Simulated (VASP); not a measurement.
V:

```xyz
4
Lattice="2.7701 0.0000 0.0000 -1.3850 2.3989 0.0000 0.0000 0.0000 8.9340" Properties=species:S:1:pos:R:3 pbc="T T T"
V     0.0000    0.0000    0.0000
V     0.0000    0.0000    4.4670
V     0.0000    1.5993    6.7005
V     1.3850    0.7996    2.2335
```

The cell was built by a generator and needn't be a form met in nature.

| Property | Result |
| --- | --- |
| Program | VASP 6.6.1 |
| Task | relaxation of cell and atoms |
| Functional | PBE |
| Potentials or basis | VASP PAW PBE potentials, release 64 (V_sv) |
| Cutoff | 600 eV |
| k mesh | 9 × 9 × 2 |
| Occupations | gaussian, width 0.1 eV |
| Spin | no spin polarisation |

At the start: pressure -10.5 GPa; volume 14.84 Å³/atom.

Q: Where does the relaxation end?

A: Over 9 steps the energy falls by 46.9 meV/atom and the volume is 13.85 Å³/atom (-6.7 %); space group P6_3/mmc (No. 194, to 0.05 Å).

Step by step:
```
step  energy change (eV)  largest force (eV/Å)  pressure (GPa)  volume (Å³)
   1              0.0000                0.0000          -10.54        59.37
   2              0.0249                0.0000           15.57        51.36
   3             -0.1486                0.0000            0.30        55.33
   4             -0.1487                0.0000            0.53        55.25
   5             -0.1692                0.0000            0.59        55.22
   6             -0.1867                0.0000            0.97        55.11
   7             -0.1869                0.0000            0.90        55.12
   8             -0.1854                0.0000           -1.52        55.88
   9             -0.1877                0.0000            0.01        55.40
```

Final structure:
```yaml
crystal:
  lattice:
    - [2.64704, 0.00000, 0.00000]
    - [-1.32352, 2.29240, 0.00000]
    - [0.00000, 0.00000, 9.12947]
  atoms:
    - { symbol: V, position: [0.00000, 0.00000, 0.00000] }
    - { symbol: V, position: [0.00000, 0.00000, 0.50000] }
    - { symbol: V, position: [0.33333, 0.66667, 0.75000] }
    - { symbol: V, position: [0.66667, 0.33333, 0.25000] }
```
